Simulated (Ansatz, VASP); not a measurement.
## One calculation of Ge, two programs

```
Ge
1.0
     2.84812    0.00000    0.00000
    -1.42406    2.46654    0.00000
     0.00000    0.00000    2.80431
Ge
1
Direct
  0.00000 0.00000 0.50000
```

Alike in both runs: functional PBE; k mesh 6 × 6 × 6; occupations gaussian, width 0.1 eV; no spin polarisation.

Ansatz relaxed the structure, and its values are those at the end. VASP's run is a single point on that final structure, the one shown.

|  | VASP | Ansatz |
| --- | --- | --- |
| version | VASP 6.6.1 | Ansatz 0.2.0 |
| potentials or method | VASP PAW PBE potentials, release 64 (Ge_d) | scalar-relativistic, plane waves, PAW |
| plane-wave cutoff (eV) | 520 | 420 |
| valence electrons in the cell | 14 | 14 |

```csv
,VASP,Ansatz,Ansatz less VASP
gap on the k mesh at the Fermi level (eV),none,none,-
pressure (GPa),-0.1,0.0,+0.12
```

A gap of «none» marks a metal or a gap that the smearing closes. The functional is the same, so the differences come from potentials, cutoffs and numerics.

Caveats: the k mesh is coarse (spacing up to 0.42 Å⁻¹), so the values aren't converged.
